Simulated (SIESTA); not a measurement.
# GaN under changes of volume

One of the cells (11.564 Å³/atom); the others are scaled copies at fixed shape and fractional positions:

```
CELL_PARAMETERS angstrom
3.21154 0.00000 0.00000
-1.60577 2.78127 0.00000
0.00000 0.00000 10.35684
ATOMIC_POSITIONS crystal
Ga 0.00000 0.00000 0.78587
Ga 0.66667 0.33333 0.03735
Ga 0.33333 0.66667 0.53735
Ga 0.00000 0.00000 0.28587
N 0.00000 0.00000 0.09304
N 0.66667 0.33333 0.34375
N 0.00000 0.00000 0.59304
N 0.33333 0.66667 0.84374
```

The cell is a database's computed one.

```yaml
Program: SIESTA 5.4.2
Functional: PBEsol
Potentials_or_basis: PseudoDojo 0.4 standard (PBEsol files)
Basis: DZP (energy shift 0.003 Ry; two zetas on semicore shells)
Grid_cutoff: 800 Ry
Energy_shift: 0.003 Ry
k_mesh: 8 × 8 × 2
Occupations: fermi-dirac, width 0.05 eV
Spin: no spin polarisation
```

| volume (Å³/atom) | energy over the lowest point (meV/atom) | pressure (GPa) | gap on the mesh (eV) | largest force (eV/Å) |
| --- | --- | --- | --- | --- |
| 10.870 | 11.60 | 8.5 | 1.29 | 0.880 |
| 11.101 | ? | ? | ? | ? |
| 11.332 | 0.00 | 0.0 | 0.97 | 0.577 |
| 11.564 | 2.72 | -3.7 | 0.82 | 0.442 |
| 11.795 | 10.36 | -6.9 | 0.67 | 0.319 |
| 12.026 | 22.32 | -9.6 | 0.53 | 0.221 |
| 12.257 | 38.15 | -12.1 | 0.40 | 0.234 |

Q: What does the run at 11.101 Å³/atom give?

A: Energy over the lowest point 2.74 meV/atom; pressure 3.9 GPa; gap on the mesh 1.13 eV; largest force 0.724 eV/Å.

Worked out: A Birch-Murnaghan fit of order 3 (a polynomial in V^(-2/3)) to the other rows has its minimum at 11.33 Å³/atom with B0 = V·E''(V) = 186 GPa and B' = 4.6 at fixed shape and positions, which overstates the stiffness. It gives 2.73 meV/atom at 11.101 Å³/atom, against the run's 2.74, and -dE/dV = 3.9 GPa, against 3.9. A straight line through the other rows of the gap, of slope -7.43 eV per unit of ln V (its deformation potential), gives 1.13 eV, against the run's 1.13.

Energies are extrapolated to zero smearing.

Caveats: the basis of atomic orbitals isn't converged, which shifts pressures, moduli and gaps.

A mesh can miss the band edges. Spin-orbit coupling on Ga is left out.
